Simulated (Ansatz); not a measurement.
Input for Ansatz (plane-wave DFT, PAW):

```yaml
crystal:
  lattice:
    - [12.3, 0.0, 0.0]
    - [0.0, 9.3, 0.0]
    - [0.0, 0.0, 6.3156225742]
  atoms:
    - { symbol: Rb, position: [0.3652153719, 0.5, 0.0], spin: 0.5 }
    - { symbol: Br, position: [0.3652153719, 0.5, 0.5], spin: 0.5 }
    - { symbol: Br, position: [0.6347846281, 0.5, 0.0], spin: 0.5 }
    - { symbol: Rb, position: [0.6347846281, 0.5, 0.5], spin: 0.5 }
basis:
  ecutwfc: 420
kpoints:
  mp_grid: { grid: [1, 1, 10] }
hamiltonian:
  xc: pbe
scf:
  occupations: { method: gaussian, width: 0.05 }
output:
  forces: true
  stress: true
  eigenvalues: true
  populations: true
  write_density: true
  write_potential: true
  elf: true
  volumetric_format: npy
magnetization:
  spin_polarized: true
relax:
  adjacent_minimum: "off"
  f_tol: 0.01
  max_steps: 45
  cell: { fix: [a, b, alpha, beta, gamma], stress_tol: 0.03 }
```

Launched with
```bash
ansatz run input.yaml --threads 2 --pin off --max-ram 5120MiB --backend cpu --events-out ev --progress --plain --runs-dir out
```

Theory: Ansatz 0.2.0, DFT PBE, scalar-relativistic, plane waves, PAW.

From the run's log, abridged (iterations and final results):

```
SCF iter   1: F=—  HF=-12108.371019 eV  |F-HF|=—  |Δ(HF+E_count)|=         —  Δρ=9.96e-3 (↑5.54e-3 ↓9.96e-3) dr2=3.71e0  dr2_m=2.15e-1  M=0.000 μB ∫|m|=0.109 μB  β_m=0.30  ethr=3.10e-3  ⟨swp⟩=11.8  Hψ=1715  notcnv=0
spin=Collinear: Resta preconditioning applied to the charge; magnetization (m = ρ↑ − ρ↓) channel mixes plain (no charge-response kernel on spin).
SCF iter   2: F=—  HF=-12107.314610 eV  |F-HF|=—  |Δ(HF+E_count)|=    1.06e0  Δρ=5.84e-3 (↑3.72e-3 ↓5.84e-3) dr2=1.05e0  dr2_m=1.07e-1  M=0.000 μB ∫|m|=0.088 μB  β_m=0.30  ethr=3.10e-3  ⟨swp⟩=3.0  Hψ=573  notcnv=0  defer=12
SCF iter   3: F=—  HF=-12106.996054 eV  |F-HF|=—  |Δ(HF+E_count)|=   3.19e-1  Δρ=3.64e-3 (↑3.64e-3 ↓3.04e-3) dr2=1.17e-1  dr2_m=5.36e-2  M=0.000 μB ∫|m|=0.071 μB  β_m=0.30  ethr=3.10e-3  ⟨swp⟩=3.2  Hψ=502  notcnv=0  defer=12
SCF iter   4: F=—  HF=-12107.004030 eV  |F-HF|=—  |Δ(HF+E_count)|=   7.98e-3  Δρ=2.21e-3 (↑1.88e-3 ↓2.21e-3) dr2=1.25e-2  dr2_m=2.69e-2  M=0.000 μB ∫|m|=0.053 μB  β_m=0.30  ethr=3.65e-4  ⟨swp⟩=2.6  Hψ=466  notcnv=0  defer=12
SCF iter   5: F=—  HF=-12107.011741 eV  |F-HF|=—  |Δ(HF+E_count)|=   7.71e-3  Δρ=1.46e-3 (↑1.46e-3 ↓1.43e-3) dr2=4.89e-4  dr2_m=1.36e-2  M=0.000 μB ∫|m|=0.040 μB  β_m=0.30  ethr=3.92e-5  ⟨swp⟩=3.8  Hψ=502  notcnv=0  defer=12
SCF iter   6: F=—  HF=-12107.017334 eV  |F-HF|=—  |Δ(HF+E_count)|=   5.59e-3  Δρ=1.04e-3 (↑1.01e-3 ↓1.04e-3) dr2=1.02e-4  dr2_m=6.92e-3  M=0.000 μB ∫|m|=0.030 μB  β_m=0.30  ethr=1.53e-6  ⟨swp⟩=2.1  Hψ=468  notcnv=0  defer=12
SCF iter   7: F=—  HF=-12107.020028 eV  |F-HF|=—  |Δ(HF+E_count)|=   2.69e-3  Δρ=7.34e-4 (↑7.34e-4 ↓7.25e-4) dr2=4.65e-6  dr2_m=3.53e-3  M=0.000 μB ∫|m|=0.023 μB  β_m=0.30  ethr=3.17e-7  ⟨swp⟩=2.3  Hψ=411  notcnv=0  defer=12
Mixer restart at iter 7: flushing history
spin-set hold released at iteration 7 (site moments contracting): the magnetisation degrees of freedom join the quasi-Newton model from the next iteration; the mixer history was flushed
SCF iter   8: F=—  HF=-12107.021513 eV  |F-HF|=—  |Δ(HF+E_count)|=   1.49e-3  Δρ=5.24e-4 (↑5.24e-4 ↓5.20e-4) dr2=1.44e-6  dr2_m=1.80e-3  M=0.000 μB ∫|m|=0.017 μB  β_m=0.65  ethr=1.45e-8  ⟨swp⟩=2.8  Hψ=506  notcnv=0  defer=12
SCF iter   9: F=—  HF=-12107.022935 eV  |F-HF|=—  |Δ(HF+E_count)|=   1.42e-3  Δρ=1.58e-5 (↑1.58e-5 ↓1.25e-5) dr2=3.68e-7  dr2_m=1.31e-6  M=0.000 μB ∫|m|=0.002 μB  β_m=0.74  ethr=4.51e-9  ⟨swp⟩=3.0  Hψ=633  notcnv=0  defer=12
SCF iter  10: F=—  HF=-12107.022909 eV  |F-HF|=—  |Δ(HF+E_count)|=   2.56e-5  Δρ=6.25e-6 (↑4.77e-6 ↓6.25e-6) dr2=1.07e-7  dr2_m=1.94e-7  M=0.000 μB ∫|m|=0.001 μB  β_m=0.83  ethr=3.13e-10  ⟨swp⟩=20.7  Hψ=2714  notcnv=0
SCF iter  11: F=—  HF=-12107.022910 eV  |F-HF|=—  |Δ(HF+E_count)|=   4.48e-7  Δρ=2.24e-6 (↑2.24e-6 ↓1.13e-6) dr2=8.73e-8  dr2_m=1.28e-8  M=0.000 μB ∫|m|=0.000 μB  β_m=0.75  ethr=3.13e-10  ⟨swp⟩=10.1  Hψ=1867  notcnv=0
SCF iter  12: F=—  HF=-12107.022910 eV  |F-HF|=—  |Δ(HF+E_count)|=   4.88e-9  Δρ=1.83e-7 (↑1.83e-7 ↓1.34e-7) dr2=3.37e-10  dr2_m=1.32e-10  M=0.000 μB ∫|m|=0.000 μB  β_m=0.73  ethr=2.73e-10  ⟨swp⟩=9.5  Hψ=1725  notcnv=0
SCF iter  13: F=-12107.022910 eV  HF=-12107.022910 eV  |F-HF|=2.55e-11  |Δ(HF+E_count)|=  2.49e-10  Δρ=6.94e-8 (↑6.15e-8 ↓6.94e-8) dr2=3.36e-11  dr2_m=2.49e-11  M=0.000 μB ∫|m|=0.000 μB  ethr=1.05e-12  ⟨swp⟩=7.0  Hψ=1326  notcnv=0
WARN: the starting moments were not kept: the SCF closed with an absolute magnetisation of 4.2e-6 μB, where they sum to 2 μB in size (4 sites). That is at most 0.1 of that sum. Measured as dr2_m measures the in/out step, that magnetisation stands 7.9e-13 eV from none, at or under the dr2_threshold of 1.0e-7 eV: it is no larger than a step whose dr2_m would equal this threshold. The system may hold no moment; this SCF shows only that its start led to no more than that. To try another start: raise the starting moments (crystal.atoms[].spin, magnetization.per_species, magnetization.initial_magnetization, or on a non-collinear deck that types none of these the spinor_matrix: blocks that start it ...
SCF 1 converged in 13 iterations: F = -12107.022910 eV  dr2 = 3.36e-11
relax step   1: F+E_penalty+E_count = -12107.02290963 eV  Δ(F+E_penalty+E_count) = +0.000e0 eV  max|allowed force component| = 7.022e-2 eV/Å  Δτ_max = 0.0000 Å  P = +0.239 GPa  Ω = 722.444 Å³  fix = [a, b, alpha, beta, gamma]  reactions: a +0.058, b +0.009 GPa (13 SCF iters, dr2 threshold 1.00e-7 eV, accepted)
Crystal: 4 atoms, lattice volume = 733.966 Å³
Basis set: ecut = 420 eV, 14367 PW (Γ), exchange–correlation on 180×128×90 points (8 copies of the dense FFT grid, shifted against one another)
Initial density: handed on by an earlier stage of this run
Starting moments: Σ|m| = 2 μB on 4 of 4 sites; this step starts from the density that it was given
Initial wavefunctions: those handed on with the density
SCF iter   1: F=—  HF=-12107.062429 eV  |F-HF|=—  |Δ(HF+E_count)|=         —  Δρ=3.28e-4 (↑2.13e-4 ↓3.28e-4) dr2=4.65e-3  dr2_m=2.78e-4  M=0.000 μB ∫|m|=0.015 μB  β_m=0.30  ethr=1.47e-5  ⟨swp⟩=2.4  Hψ=1793  notcnv=0
spin=Collinear: Resta preconditioning applied to the charge; magnetization (m = ρ↑ − ρ↓) channel mixes plain (no charge-response kernel on spin).
SCF iter   2: F=—  HF=-12107.061777 eV  |F-HF|=—  |Δ(HF+E_count)|=   6.52e-4  Δρ=2.16e-4 (↑1.61e-4 ↓2.16e-4) dr2=1.29e-3  dr2_m=1.53e-4  M=0.000 μB ∫|m|=0.011 μB  β_m=0.47  ethr=1.45e-5  ⟨swp⟩=2.5  Hψ=381  notcnv=0
SCF iter   3: F=—  HF=-12107.061888 eV  |F-HF|=—  |Δ(HF+E_count)|=   1.11e-4  Δρ=6.99e-5 (↑6.99e-5 ↓6.59e-5) dr2=6.06e-5  dr2_m=2.29e-5  M=0.000 μB ∫|m|=0.005 μB  β_m=0.60  ethr=4.04e-6  ⟨swp⟩=2.8  Hψ=408  notcnv=0
SCF iter   4: F=—  HF=-12107.062069 eV  |F-HF|=—  |Δ(HF+E_count)|=   1.81e-4  Δρ=1.59e-5 (↑1.59e-5 ↓1.29e-5) dr2=1.05e-6  dr2_m=1.06e-6  M=0.000 μB ∫|m|=0.001 μB  β_m=0.74  ethr=1.89e-7  ⟨swp⟩=2.4  Hψ=422  notcnv=0
SCF iter   5: F=-12107.062072 eV  HF=-12107.062072 eV  |F-HF|=2.01e-8  |Δ(HF+E_count)|=   2.46e-6  Δρ=2.38e-6 (↑2.38e-6 ↓1.89e-6) dr2=4.80e-8  dr2_m=2.34e-8  M=0.000 μB ∫|m|=0.000 μB  β_m=0.75  ethr=1.25e-9  ⟨swp⟩=16.8  Hψ=2433  notcnv=0
SCF iter   6: F=-12107.062072 eV  HF=-12107.062072 eV  |F-HF|=2.29e-10  |Δ(HF+E_count)|=   4.74e-8  Δρ=6.23e-7 (↑6.23e-7 ↓4.81e-7) dr2=4.62e-9  dr2_m=1.28e-9  M=0.000 μB ∫|m|=0.000 μB  β_m=0.72  ethr=1.50e-10  ⟨swp⟩=6.9  Hψ=1695  notcnv=0
SCF iter   7: F=-12107.062072 eV  HF=-12107.062072 eV  |F-HF|=5.18e-10  |Δ(HF+E_count)|=   2.47e-9  Δρ=2.14e-7 (↑1.62e-7 ↓2.14e-7) dr2=2.14e-10  dr2_m=2.00e-10  M=0.000 μB ∫|m|=0.000 μB  β_m=0.78  ethr=1.44e-11  ⟨swp⟩=6.0  Hψ=1538  notcnv=0
SCF iter   8: F=-12107.062072 eV  HF=-12107.062072 eV  |F-HF|=3.09e-11  |Δ(HF+E_count)|=  7.17e-10  Δρ=4.65e-8 (↑4.65e-8 ↓3.89e-8) dr2=1.46e-11  dr2_m=9.51e-12  M=0.000 μB ∫|m|=0.000 μB  ethr=1.00e-12  ⟨swp⟩=5.0  Hψ=1384  notcnv=0
the starting moments were not kept: the SCF closed with an absolute magnetisation of 4.9e-6 μB, where they sum to 2 μB in size (4 sites). That is at most 0.1 of that sum. Measured as dr2_m measures the in/out step, that magnetisation stands 8.4e-13 eV from none, at or under the dr2_threshold of 4.0e-7 eV: it is no larger than a step whose dr2_m would equal this threshold.
SCF 2 converged in 8 iterations: F = -12107.062072 eV  dr2 = 1.46e-11
relax step   2: F+E_penalty+E_count = -12107.06207162 eV  Δ(F+E_penalty+E_count) = -3.916e-2 eV  max|allowed force component| = 2.950e-2 eV/Å  Δτ_max = 0.0362 Å  P = +0.122 GPa  Ω = 733.966 Å³  energy of the carried Pulay correction = -6.703e-5 eV  fix = [a, b, alpha, beta, gamma]  reactions: a +0.011, b +0.010 GPa (8 SCF iters, dr2 threshold 4.00e-7 eV, accepted)
Crystal: 4 atoms, lattice volume = 748.602 Å³
Basis set: ecut = 420 eV, 14579 PW (Γ), exchange–correlation on 180×128×90 points (8 copies of the dense FFT grid, shifted against one another)
SCF iter   1: F=—  HF=-12107.076592 eV  |F-HF|=—  |Δ(HF+E_count)|=         —  Δρ=4.66e-4 (↑4.26e-4 ↓4.66e-4) dr2=5.58e-3  dr2_m=9.84e-4  M=0.000 μB ∫|m|=0.025 μB  β_m=0.30  ethr=1.78e-5  ⟨swp⟩=3.0  Hψ=2027  notcnv=0
spin=Collinear: Resta preconditioning applied to the charge; magnetization (m = ρ↑ − ρ↓) channel mixes plain (no charge-response kernel on spin).
SCF iter   2: F=—  HF=-12107.077467 eV  |F-HF|=—  |Δ(HF+E_count)|=   8.75e-4  Δρ=3.46e-4 (↑3.05e-4 ↓3.46e-4) dr2=1.99e-3  dr2_m=5.49e-4  M=0.000 μB ∫|m|=0.019 μB  β_m=0.54  ethr=1.74e-5  ⟨swp⟩=2.5  Hψ=404  notcnv=0
SCF iter   3: F=—  HF=-12107.079744 eV  |F-HF|=—  |Δ(HF+E_count)|=   2.28e-3  Δρ=8.91e-5 (↑8.75e-5 ↓8.91e-5) dr2=6.29e-5  dr2_m=4.67e-5  M=0.000 μB ∫|m|=0.006 μB  β_m=0.60  ethr=6.20e-6  ⟨swp⟩=3.3  Hψ=499  notcnv=0
SCF iter   4: F=—  HF=-12107.080101 eV  |F-HF|=—  |Δ(HF+E_count)|=   3.57e-4  Δρ=2.21e-5 (↑2.21e-5 ↓1.99e-5) dr2=2.49e-6  dr2_m=2.25e-6  M=0.000 μB ∫|m|=0.001 μB  β_m=0.79  ethr=1.97e-7  ⟨swp⟩=3.0  Hψ=507  notcnv=0  defer=1
SCF iter   5: F=-12107.080105 eV  HF=-12107.080105 eV  |F-HF|=7.97e-8  |Δ(HF+E_count)|=   4.05e-6  Δρ=2.32e-6 (↑2.00e-6 ↓2.32e-6) dr2=1.55e-7  dr2_m=1.06e-8  M=0.000 μB ∫|m|=0.000 μB  β_m=0.72  ethr=9.41e-10  ⟨swp⟩=17.3  Hψ=2490  notcnv=0
SCF iter   6: F=-12107.080105 eV  HF=-12107.080105 eV  |F-HF|=6.37e-9  |Δ(HF+E_count)|=   1.81e-8  Δρ=7.40e-7 (↑7.40e-7 ↓7.16e-7) dr2=7.79e-9  dr2_m=1.75e-9  M=0.000 μB ∫|m|=0.000 μB  β_m=0.76  ethr=4.86e-10  ⟨swp⟩=7.0  Hψ=1842  notcnv=0
SCF iter   7: F=-12107.080105 eV  HF=-12107.080105 eV  |F-HF|=5.04e-10  |Δ(HF+E_count)|=   9.25e-9  Δρ=2.06e-7 (↑1.57e-7 ↓2.06e-7) dr2=2.72e-10  dr2_m=1.75e-10  M=0.000 μB ∫|m|=0.000 μB  β_m=0.76  ethr=2.43e-11  ⟨swp⟩=6.5  Hψ=1633  notcnv=0
SCF iter   8: F=-12107.080105 eV  HF=-12107.080105 eV  |F-HF|=2.55e-11  |Δ(HF+E_count)|=  6.46e-10  Δρ=4.93e-8 (↑4.93e-8 ↓3.84e-8) dr2=1.46e-11  dr2_m=9.19e-12  M=0.000 μB ∫|m|=0.000 μB  ethr=1.00e-12  ⟨swp⟩=5.0  Hψ=1401  notcnv=0
the starting moments were not kept: the SCF closed with an absolute magnetisation of 4.5e-6 μB, where they sum to 2 μB in size (4 sites). That is at most 0.1 of that sum. Measured as dr2_m measures the in/out step, that magnetisation stands 6.8e-13 eV from none, at or under the dr2_threshold of 3.0e-7 eV: it is no larger than a step whose dr2_m would equal this threshold.
SCF 3 converged in 8 iterations: F = -12107.080105 eV  dr2 = 1.46e-11
relax step   3: F+E_penalty+E_count = -12107.08010506 eV  Δ(F+E_penalty+E_count) = -1.803e-2 eV  max|allowed force component| = 3.155e-2 eV/Å  Δτ_max = 0.0639 Å  P = +0.029 GPa  Ω = 748.602 Å³  energy of the carried Pulay correction = -1.507e-4 eV  fix = [a, b, alpha, beta, gamma]  reactions: a +0.030, b +0.010 GPa (8 SCF iters, dr2 threshold 3.01e-7 eV, accepted)
Crystal: 4 atoms, lattice volume = 751.146 Å³
Basis set: ecut = 420 eV, 14639 PW (Γ), exchange–correlation on 180×128×90 points (8 copies of the dense FFT grid, shifted against one another)
SCF iter   1: F=—  HF=-12107.080459 eV  |F-HF|=—  |Δ(HF+E_count)|=         —  Δρ=1.68e-4 (↑1.56e-4 ↓1.68e-4) dr2=3.00e-4  dr2_m=1.42e-4  M=0.000 μB ∫|m|=0.008 μB  β_m=0.30  ethr=1.35e-6  ⟨swp⟩=3.0  Hψ=1721  notcnv=0
spin=Collinear: Resta preconditioning applied to the charge; magnetization (m = ρ↑ − ρ↓) channel mixes plain (no charge-response kernel on spin).
SCF iter   2: F=—  HF=-12107.080659 eV  |F-HF|=—  |Δ(HF+E_count)|=   2.00e-4  Δρ=1.26e-4 (↑1.12e-4 ↓1.26e-4) dr2=1.31e-4  dr2_m=7.96e-5  M=0.000 μB ∫|m|=0.006 μB  β_m=0.63  ethr=9.39e-7  ⟨swp⟩=1.6  Hψ=291  notcnv=0
SCF iter   3: F=—  HF=-12107.080950 eV  |F-HF|=—  |Δ(HF+E_count)|=   2.90e-4  Δρ=1.91e-5 (↑1.91e-5 ↓1.65e-5) dr2=2.41e-6  dr2_m=1.81e-6  M=0.000 μB ∫|m|=0.001 μB  β_m=0.64  ethr=4.11e-7  ⟨swp⟩=2.5  Hψ=454  notcnv=0
SCF iter   4: F=—  HF=-12107.081066 eV  |F-HF|=—  |Δ(HF+E_count)|=   1.16e-4  Δρ=4.96e-6 (↑4.75e-6 ↓4.96e-6) dr2=1.60e-7  dr2_m=1.37e-7  M=0.000 μB ∫|m|=0.000 μB  β_m=0.72  ethr=7.54e-9  ⟨swp⟩=2.0  Hψ=444  notcnv=0
SCF iter   5: F=-12107.081066 eV  HF=-12107.081066 eV  |F-HF|=1.19e-8  |Δ(HF+E_count)|=   2.16e-7  Δρ=7.47e-7 (↑7.22e-7 ↓7.47e-7) dr2=4.27e-9  dr2_m=2.79e-9  M=0.000 μB ∫|m|=0.000 μB  β_m=0.77  ethr=1.94e-10  ⟨swp⟩=14.9  Hψ=2212  notcnv=0
SCF iter   6: F=-12107.081066 eV  HF=-12107.081066 eV  |F-HF|=2.69e-10  |Δ(HF+E_count)|=   1.37e-8  Δρ=1.55e-7 (↑1.55e-7 ↓8.67e-8) dr2=2.82e-10  dr2_m=5.99e-11  M=0.000 μB ∫|m|=0.000 μB  β_m=0.78  ethr=1.33e-11  ⟨swp⟩=6.0  Hψ=1583  notcnv=0
SCF iter   7: F=-12107.081066 eV  HF=-12107.081066 eV  |F-HF|=3.64e-12  |Δ(HF+E_count)|=  3.67e-10  Δρ=3.66e-8 (↑1.58e-8 ↓3.66e-8) dr2=1.43e-11  dr2_m=2.89e-12  M=0.000 μB ∫|m|=0.000 μB  ethr=1.00e-12  ⟨swp⟩=5.0  Hψ=1387  notcnv=0
the starting moments were not kept: the SCF closed with an absolute magnetisation of 2.3e-6 μB, where they sum to 2 μB in size (4 sites). That is at most 0.1 of that sum. Measured as dr2_m measures the in/out step, that magnetisation stands 1.8e-13 eV from none, at or under the dr2_threshold of 6.2e-8 eV: it is no larger than a step whose dr2_m would equal this threshold.
SCF 4 converged in 7 iterations: F = -12107.081066 eV  dr2 = 1.43e-11
relax step   4: F+E_penalty+E_count = -12107.08106607 eV  Δ(F+E_penalty+E_count) = -9.610e-4 eV  max|allowed force component| = 4.687e-3 eV/Å  Δτ_max = 0.0272 Å  P =  0.000 GPa  Ω = 751.146 Å³  energy of the carried Pulay correction = -1.650e-4 eV  fix = [a, b, alpha, beta, gamma]  reactions: a -0.007, b +0.010 GPa (7 SCF iters, accepted)
Initial wavefunctions: pseudopotential atomic-orbital guess (no wavefunctions were taken with the density)
SCF iter   1: F=—  HF=-12107.081080 eV  |F-HF|=—  |Δ(HF+E_count)|=         —  Δρ=3.69e-6 (↑3.69e-6 ↓3.69e-6) dr2=5.84e-8  dr2_m=2.93e-12  M=0.000 μB ∫|m|=0.000 μB  β_m=0.30  ethr=1.30e-7  ⟨swp⟩=4.8  Hψ=2550  notcnv=0
spin=Collinear: Resta preconditioning applied to the charge; magnetization (m = ρ↑ − ρ↓) channel mixes plain (no charge-response kernel on spin).
SCF iter   2: F=—  HF=-12107.081198 eV  |F-HF|=—  |Δ(HF+E_count)|=   1.18e-4  Δρ=2.66e-6 (↑2.66e-6 ↓2.66e-6) dr2=2.62e-8  dr2_m=1.64e-12  M=0.000 μB ∫|m|=0.000 μB  β_m=0.55  ethr=1.83e-10  ⟨swp⟩=3.2  Hψ=498  notcnv=0
SCF iter   3: F=—  HF=-12107.081199 eV  |F-HF|=—  |Δ(HF+E_count)|=   6.75e-7  Δρ=6.24e-7 (↑6.23e-7 ↓6.24e-7) dr2=3.78e-9  dr2_m=2.15e-13  M=0.000 μB ∫|m|=0.000 μB  β_m=0.52  ethr=8.18e-11  ⟨swp⟩=2.0  Hψ=420  notcnv=0
SCF iter   4: F=—  HF=-12107.081199 eV  |F-HF|=—  |Δ(HF+E_count)|=   3.05e-8  Δρ=1.14e-7 (↑1.13e-7 ↓1.14e-7) dr2=4.29e-10  dr2_m=3.39e-14  M=0.000 μB ∫|m|=0.000 μB  β_m=0.62  ethr=1.18e-11  ⟨swp⟩=2.0  Hψ=420  notcnv=0
SCF iter   5: F=-12107.081199 eV  HF=-12107.081199 eV  |F-HF|=7.28e-12  |Δ(HF+E_count)|=   4.59e-8  Δρ=2.60e-8 (↑2.57e-8 ↓2.60e-8) dr2=8.85e-12  dr2_m=6.68e-15  M=0.000 μB ∫|m|=0.000 μB  ethr=1.00e-12  ⟨swp⟩=10.3  Hψ=1671  notcnv=0
the starting moments were not kept: the SCF closed with an absolute magnetisation of 1.0e-7 μB, where they sum to 2 μB in size (4 sites). That is at most 0.1 of that sum. Measured as dr2_m measures the in/out step, that magnetisation stands 3.2e-16 eV from none, at or under the dr2_threshold of 1.4e-11 eV: it is no larger than a step whose dr2_m would equal this threshold.
SCF 5 converged in 5 iterations: F = -12107.081199 eV  dr2 = 8.85e-12
WARN: The output density's exchange-correlation potential varies sharply where the density is thin. Do not read a vacuum level from v_tot or v_xc, or from such a field of the output density. On a cell that repeats whose density bears no net charge and no dipole along the vacuum's axis use v_es (v_loc + v_h of the components); under efield.dipole_correction with no amplitude use v_es + v_field, which holds any external_charges[].barrier, or the levels of the report's work_function block, which leave it out; under a non-zero efield.amplitude the vacuum is tilted and has no level; on a cell that repeats and bears such a dipole with no correction it is tilted too, and efield.dipole_correction wi ...
SCF converged after 5 iterations
Magnetization: 0.0000 μB (16.0000 up, 16.0000 down)
Absolute magnetization: 0.0000 μB (∫|ρ↑−ρ↓|, with the PAW one-centre terms)
Spin contamination: 0.0000 ħ² per cell (⟨S²⟩ above its minimum at these occupations)
Per-site moments (μB) at R_I (Å): [(1.01465366e-9, 1.35523776), (-2.34156627e-9, 1.35523776), (-2.34156633e-9, 1.35523776), (1.01465359e-9, 1.35523776)]
Free energy (F): -12107.081199 eV
Harris-Foulkes:  -12107.081199 eV  (|F-HF|=7.28e-12)
Internal energy: -12107.081199 eV  (E = F + TS)
E sigma→0 (E₀):  -12107.081199 eV
Fermi energy:    -2.010768 eV
--- Per-component energies (eV) ---
  E_band       = -394.573747
  E_kinetic    = 652.557477
  E_local      = -3956.124661  (includes V_loc(G=0)·N_el)
  E_nonlocal   = 486.374639
  E_hartree    = 1500.995563
  E_xc         = -791.391317
  E_vxc        = -482.396005  (∫ρ·V_xc dr)
  E_paw        = -9729.108957  (= ΣΔE_a)
  E_vpaw       = -96.976408  (= ΣTr[D̂ρ^β])
  E_aug_tail   = -0.000002  (compensation charges beyond the density's cutoff)
  E_ewald      = -270.383940
  E_smearing   =  0.000000  (= −TS)
--- Forces (eV/Å), atoms counted from 1 ---
  atom   1  Rb     0.00469279     0.00000000     0.00000000
  atom   2  Br     0.00115332     0.00000000     0.00000000
  atom   3  Br    -0.00115332     0.00000000     0.00000000
  atom   4  Rb    -0.00469279     0.00000000     0.00000000
--- Stress (GPa, compression-positive) ---
       -0.006657       0.000000       0.000000
        0.000000       0.009715       0.000000
        0.000000       0.000000      -0.003889
  P = ⅓ Tr σ = -0.0003 GPa (-0.003 kbar)
--- Band table (eV; the first three rows and the last of 12) ---
  k-point 0 ↑: bands = ["-29.3946", "-29.3889", "-16.0237", "-16.0131", "-13.5827", "-13.5684", "-13.5149", "-13.4902", "-13.4417", "-13.4213", "-4.2929", "-4.1970", "-4.1782", "-4.1409", "-4.0925", "-4.0656", "0.0441", "1.0592", "1.4481", "2.1190", "2.3059"]
  k-point 1 ↑: bands = ["-29.3944", "-29.3891", "-16.0308", "-16.0209", "-13.5823", "-13.5687", "-13.5136", "-13.4755", "-13.4400", "-13.4059", "-4.3107", "-4.2646", "-4.1641", "-4.1424", "-4.1308", "-4.0710", "0.0939", "1.0952", "1.4782", "2.1356", "2.3480"]
  k-point 2 ↑: bands = ["-29.3940", "-29.3894", "-16.0490", "-16.0410", "-13.5810", "-13.5695", "-13.5093", "-13.4594", "-13.4131", "-13.3667", "-4.3952", "-4.3898", "-4.1927", "-4.1702", "-4.1457", "-4.0854", "0.2328", "1.1899", "1.5675", "2.1837", "2.4358"]
  k-point 5 ↓: bands = ["-29.3916", "-29.3916", "-16.0931", "-16.0931", "-13.5747", "-13.5747", "-13.4821", "-13.4821", "-13.2795", "-13.2795", "-4.6937", "-4.6937", "-4.2190", "-4.2190", "-4.1386", "-4.1386", "0.9934", "0.9934", "2.0394", "2.0394", "2.2187"]
--- Relaxed structure (4 steps of the walk, 4 accepted, 1 SCFs on fresh bases) ---
  F+E_penalty+E_count = -12107.08119876 eV   max|allowed force component| = 4.693e-3 eV/Å   (the final SCF, on the basis selected at the relaxed cell)
  cell:  # Å, volume = 751.1460 Å³
    - [12.3, 0.0, 0.0]
    - [0.0, 9.3, 0.0]
    - [0.0, 0.0, 6.56653573]
  atoms:
    - { symbol: Rb, position: [0.36960534, 0.5, 0.0] }
    - { symbol: Br, position: [0.35992790, 0.5, 0.5] }
    - { symbol: Br, position: [0.64007209, 0.5, 0.0] }
    - { symbol: Rb, position: [0.63039465, 0.5, 0.5] }
--- Löwdin populations: 4 sites ---
  site symbol q [e]    m [muB]
     0     Rb      8.1633     0.0000
     1     Br      7.7703     0.0000
     2     Br      7.7703     0.0000
     3     Rb      8.1633     0.0000
  spilling = 0.004150 (of n_electrons = 32.000000)
```

The relaxation met its thresholds.

It took 29 s on 2 threads of Intel(R) Xeon(R) 6975P-C (Granite Rapids), on a shared host, peak memory 0.95 GiB.